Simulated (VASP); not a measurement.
# Pm (Fm-3m) in VASP: further runs, part 3 of 3

VASP 6.6.1.

## Step 5: Single point, LDA, collinear spin, ferromagnetic start

This run uses another cell than the first one, of the same volume but with other edges.

File INCAR:

```
PREC     = Accurate       # precision mode
ENCUT    = 350            # plane-wave cutoff, eV
EDIFF    = 1E-6           # SCF threshold, eV
ISMEAR   = -1             # smearing method
SIGMA    = 0.2            # smearing width, eV
LREAL    = F              # projectors in reciprocal space
LASPH    = T              # aspherical terms in the spheres
NELM     = 100            # most SCF steps
ALGO     = Normal         # electronic algorithm
ISIF     = 2              # what is computed and relaxed
LWAVE    = F              # write WAVECAR
LCHARG   = F              # write CHGCAR
ISPIN    = 2              # spin polarisation
MAGMOM   = 4              # initial moments
LORBIT   = 11             # projections on sites
LMAXMIX  = 6              # l up to which the mixer works
GGA      = CA             # functional
NBANDS   = 18             # bands
ADDGRID  = F
```

File KPOINTS:

```
Automatic mesh
0
Gamma
  3 3 3
```

File POSCAR:

```
Pm
1.0
    0.0000000000      2.5841748100      2.5841748100
    2.5841748100      0.0000000000      2.5841748100
    2.5841748100      2.5841748100      0.0000000000
Pm
1
Direct
    0.0000000000      0.0000000000      0.0000000000
```

Potentials or basis: VASP PAW PBE potentials, release 64 (Pm).

On the command line:

```console
$ cat potpaw_PBE.64/Pm/POTCAR > POTCAR
$ mpirun -np 1 vasp_std > vasp.out
```

OUTCAR:

```text
PREC = Accurate
   ENCUT = 350
   EDIFF = 1E-6
   ISMEAR = -1
   LREAL = F
   LASPH = T
   NELM = 100
   ISIF = 2
   ISPIN = 2
   LORBIT = 11
   GGA = CA

 Found      4 irreducible k-points:

 Following reciprocal coordinates:
            Coordinates               Weight
  0.000000  0.000000  0.000000      1.000000
  0.333333  0.000000  0.000000      8.000000
  0.333333  0.333333  0.000000      6.000000
 -0.333333  0.333333  0.000000     12.000000
   k-points           NKPTS =      4   k-points in BZ     NKDIM =      4   number of bands    NBANDS=     18
   number of dos      NEDOS =    301   number of ions     NIONS =      1
   total plane-waves  NPLWV =  13824
   dimension x,y,z NGX =    24 NGY =   24 NGZ =   24
   dimension x,y,z NGXF=    48 NGYF=   48 NGZF=   48
   ions per type =               1
   NGX,Y,Z   is equivalent  to a cutoff of  10.92, 10.92, 10.92 a.u.
   NGXF,Y,Z  is equivalent  to a cutoff of  21.84, 21.84, 21.84 a.u.
 SYSTEM =  unknown system
   PREC   = accura    normal or accurate (medium, high low for compatibility)
   ISTART =      0    job   : 0-new  1-cont  2-samecut
   ICHARG =      2    charge: 1-file 2-atom 10-const
   ISPIN  =      2    spin polarized calculation?
   LNONCOLLINEAR =      F non collinear calculations
   LSORBIT =      F    spin-orbit coupling
   LASPH  =      T    aspherical Exc in radial PAW
   ENCUT  =  350.0 eV  25.72 Ry    5.07 a.u.   5.57  5.57  5.57*2*pi/ulx,y,z
   NELM   =    100;   NELMIN=  2; NELMDL= -5     # of ELM steps
   EDIFF  = 0.1E-05   stopping-criterion for ELM
[... 19 lines left out ...]
     AMIX_MAG =   1.60;   BMIX_MAG =  1.00
  volume/ion in A,a.u.               =      34.51       232.91
  Fermi-wavevector in a.u.,A,eV,Ry     =   1.240052  2.343359 20.922086  1.537730
  Thomas-Fermi vector in A             =   2.374509
   LORBIT       =     11    0 simple, 1 ext, 2 COOP (PROOUT), +10 PAW based schemes
[... 5 lines left out ...]
   LRPA    =     F    only Hartree local field effects (RPA)
 spin polarized calculation
  energy-cutoff  :      350.00
  volume of cell :       34.51
 maximum number of plane-waves:       531
 NGX is ok and might be reduce to    24

 number of electron      15.0000000 magnetization       5.0464860

 Free energy of the ion-electron system (eV)
  ---------------------------------------------------
  ext. energy  EPLUGINS =         0.00000000
  ---------------------------------------------------
  free energy    TOTEN  =        -8.50676618 eV

  energy without entropy =       -7.51156632  energy(sigma->0) =       -8.00916625

 E-fermi :   5.5889     XC(G=0): -10.0552

 val. band max:        5.5793961357   @ k =  -0.3333   0.3333   0.0000
 cond. band min:       5.6169552708   @ k =   0.0000   0.0000   0.0000
 fundamental gap:      0.0375591351
 Fermi energy:         5.5889092668

 spin component 1

 k-point     1 :       0.0000    0.0000    0.0000
  band No.  band energies     occupation
      1     -32.8563      1.00000
      2     -12.8848      1.00000
      3     -12.8848      1.00000
      4     -12.8848      1.00000
      5       1.4411      1.00000
      6       5.1430      0.90288
[... 10 lines left out ...]
     17       9.7275      0.00000
     18      14.9218      0.00000
[... 43 lines left out ...]
 k-point     4 :      -0.3333    0.3333    0.0000
  band No.  band energies     occupation
      1     -32.7104      1.00000
      2     -13.5983      1.00000
      3     -13.5878      1.00000
      4     -13.1279      1.00000
      5       4.5989      0.99297
      6       5.2638      0.83554
[... 10 lines left out ...]
     17      12.1150      0.00000
     18      15.8785      0.00000
 Fermi energy:         5.5889092668

 spin component 2

 k-point     1 :       0.0000    0.0000    0.0000
  band No.  band energies     occupation
      1     -30.9164      1.00000
      2     -11.3227      1.00000
      3     -11.3227      1.00000
      4     -11.3227      1.00000
      5       2.1328      1.00000
      6       7.7639      0.00002
[... 10 lines left out ...]
     17      10.6195      0.00000
     18      15.9169      0.00000
[... 43 lines left out ...]
 k-point     4 :      -0.3333    0.3333    0.0000
  band No.  band energies     occupation
      1     -30.7498      1.00000
      2     -12.1249      1.00000
      3     -12.1109      1.00000
      4     -11.5933      1.00000
      5       5.4550      0.66143
      6       6.2746      0.03141
[... 10 lines left out ...]
     17      13.1333      0.00000
     18      16.9521      0.00000

------------------------ aborting loop because EDIFF is reached ----------------------------------------

  FORCE on cell =-STRESS in cart. coord.  units (eV):
  Direction    XX          YY          ZZ          XY          YZ          ZX
  --------------------------------------------------------------------------------------
  -------------------------------------------------------------------------------------
  Total       -1.1468082     -1.1468082     -1.1468082      0.0000000      0.0000000      0.0000000
  in kB      -53.2360363    -53.2360363    -53.2360363      0.0000000      0.0000000      0.0000000
  external PRESSURE =     -53.2360363 kB  Pullay stress =       0.0000000 kB

 VOLUME and BASIS-vectors are now :
 -----------------------------------------------------------------------------
  energy-cutoff  :      350.00
  volume of cell :       34.51
      direct lattice vectors                 reciprocal lattice vectors
     0.000000000  2.584174810  2.584174810    -0.193485363  0.193485363  0.193485363
     2.584174810  0.000000000  2.584174810     0.193485363 -0.193485363  0.193485363
     2.584174810  2.584174810  0.000000000     0.193485363  0.193485363 -0.193485363

 POSITION                                       TOTAL-FORCE (eV/Angst)
 -----------------------------------------------------------------------------------
      0.00000      0.00000      0.00000        -0.000000     -0.000000     -0.000000
 -----------------------------------------------------------------------------------
    total drift:                                0.000000      0.000000     -0.000000

  FREE ENERGIE OF THE ION-ELECTRON SYSTEM (eV)
  ---------------------------------------------------
  free  energy   TOTEN  =        -8.5067661779 eV

  energy  without entropy=       -7.5115663239  energy(sigma->0) =       -8.00916625

 total charge

# of ion       s       p       d       f       tot
--------------------------------------------------
    1        2.031   5.479   0.536   4.385  12.432

 magnetization (x)

# of ion       s       p       d       f       tot
--------------------------------------------------
    1       -0.001   0.027   0.139   4.356   4.522
```

OSZICAR:

```text
N       E                     dE             d eps       ncg     rms          rms(c)
DAV:   1     0.903909357728E+02    0.90391E+02   -0.48321E+03   296   0.910E+02
DAV:   2     0.102731012994E+01   -0.89364E+02   -0.80812E+02   326   0.169E+02
DAV:   3    -0.736926441637E+01   -0.83966E+01   -0.80552E+01   344   0.604E+01
DAV:   4    -0.780154628732E+01   -0.43228E+00   -0.42985E+00   410   0.142E+01
DAV:   5    -0.784557076204E+01   -0.44024E-01   -0.44008E-01   418   0.365E+00    0.301E+01
DAV:   6    -0.180609218108E+02   -0.10215E+02   -0.45484E+01   342   0.505E+01    0.387E+01
DAV:   7    -0.884365345383E+01    0.92173E+01   -0.17843E+01   354   0.300E+01    0.931E+00
DAV:   8    -0.861486288761E+01    0.22879E+00   -0.19935E+00   408   0.112E+01    0.975E+00
DAV:   9    -0.853753668247E+01    0.77326E-01   -0.64368E-02   422   0.215E+00    0.426E+00
DAV:  10    -0.853802579252E+01   -0.48911E-03   -0.14105E-01   352   0.414E+00    0.545E+00
DAV:  11    -0.850692135328E+01    0.31104E-01   -0.99560E-02   346   0.219E+00    0.359E-01
DAV:  12    -0.850956644114E+01   -0.26451E-02   -0.32476E-03   396   0.590E-01    0.169E+00
DAV:  13    -0.850767957300E+01    0.18869E-02   -0.92095E-04   390   0.308E-01    0.846E-01
DAV:  14    -0.850678513707E+01    0.89444E-03   -0.83928E-04   374   0.288E-01    0.133E-01
DAV:  15    -0.850678536395E+01   -0.22688E-06   -0.15871E-05   418   0.210E-02    0.131E-01
DAV:  16    -0.850676687178E+01    0.18492E-04   -0.12573E-05   364   0.349E-02    0.265E-02
DAV:  17    -0.850676617788E+01    0.69390E-06   -0.93941E-07   236   0.856E-03
   1 F= -.85067662E+01 E0= -.80091663E+01  d E =-.995200E+00  mag=     5.0468
```

stdout:

```text
POSCAR found type information on POSCAR Pm
 POSCAR found :  1 types and       1 ions
 scaLAPACK will be used
 -----------------------------------------------------------------------------
|                                                                             |
|                                                                             |
|     You enforced a specific xc type in the INCAR file but a different       |
|     I HOPE YOU KNOW WHAT YOU ARE DOING!                                     |
|                                                                             |
 -----------------------------------------------------------------------------

 LDA part: xc-table for (Slater(with rela. corr.)+CA(PZ))
 , standard interpolation
 POSCAR, INCAR and KPOINTS ok, starting setup
 FFT: planning ... GRIDC
 FFT: planning ... GRID_SOFT
 FFT: planning ... GRID
 WAVECAR not read
 entering main loop
```

It took 4.3 s on 1 thread of Intel Xeon 6975P-C (Granite Rapids), shared host; peak memory 0.13 GiB.

These settings aren't checked as converged: the numbers below hold their error.

What came out:

- Free energy: -8.5068 eV
- Band gap on the k mesh: none (metal or under the smearing width)
- Net moment: 5.05 μB per cell
- Site moments: Pm +4.52 μB
- Valence electrons inside the program's atomic spheres: Pm 12.43

Caveat: the k mesh is coarse (spacing up to 0.70 Å⁻¹), so the values aren't converged; the cutoff is under 1.25 times the usual one of these potentials, so pressure, stress and relaxed cells hold a basis-set (Pulay) error; the magnetic or orbital state may not be the lowest; the PAW data sets were made with another functional, which shifts forces and pressure a little; spin-orbit coupling is left out, which moves the levels of the heavy elements.

## Step 6: Single point, LDA, collinear spin, ferromagnetic start

INCAR is that of step 5.

KPOINTS is that of step 5.

File POSCAR:

```
Pm
1.0
   -0.0555010000      2.5655700000      2.5293400000
    2.5242190000     -0.0080540000      2.4818930000
    2.6229240000      2.6168280000     -0.1067590000
Pm
1
Direct
    0.0077670000      0.0042080000     -0.0216400000
```

Potentials or basis: VASP PAW PBE potentials, release 64 (Pm).

On the command line:

```console
$ cat potpaw_PBE.64/Pm/POTCAR > POTCAR
$ mpirun -np 1 vasp_std > vasp.out
```

It took 6.9 s on 1 thread of Intel Xeon 6975P-C (Granite Rapids), shared host; peak memory 0.14 GiB.

These settings aren't checked as converged: the numbers below hold their error.

What came out:

```yaml
Free_energy: -8.5028 eV
Band_gap_on_the_k_mesh: none (metal or under the smearing width)
Net_moment: 5.04 μB per cell
Site_moments: Pm +4.52 μB
Valence_electrons_inside_the_program's_atomic_spheres: Pm 12.43
```

Caveat: the k mesh is coarse (spacing up to 0.71 Å⁻¹), so the values aren't converged; the cutoff is under 1.25 times the usual one of these potentials, so pressure, stress and relaxed cells hold a basis-set (Pulay) error; the magnetic or orbital state may not be the lowest; the PAW data sets were made with another functional, which shifts forces and pressure a little; spin-orbit coupling is left out, which moves the levels of the heavy elements.

## Step 7: The reference run

An earlier run on the cell as given: functional PBE; potentials or basis VASP PAW PBE potentials, release 64 (Pm); cutoff 520 eV; k mesh 9 × 9 × 9; occupations fermi-dirac, width 0.05 eV; collinear spin, ferromagnetic start; starting moments [4.0] μB.

* Pressure: 1.1 GPa
* Band gap on the k mesh: none (metal or under the smearing width)
* Net moment: 5.45 μB per cell
* Site moments: Pm +4.67 μB
* Valence electrons inside the program's atomic spheres: Pm 12.42
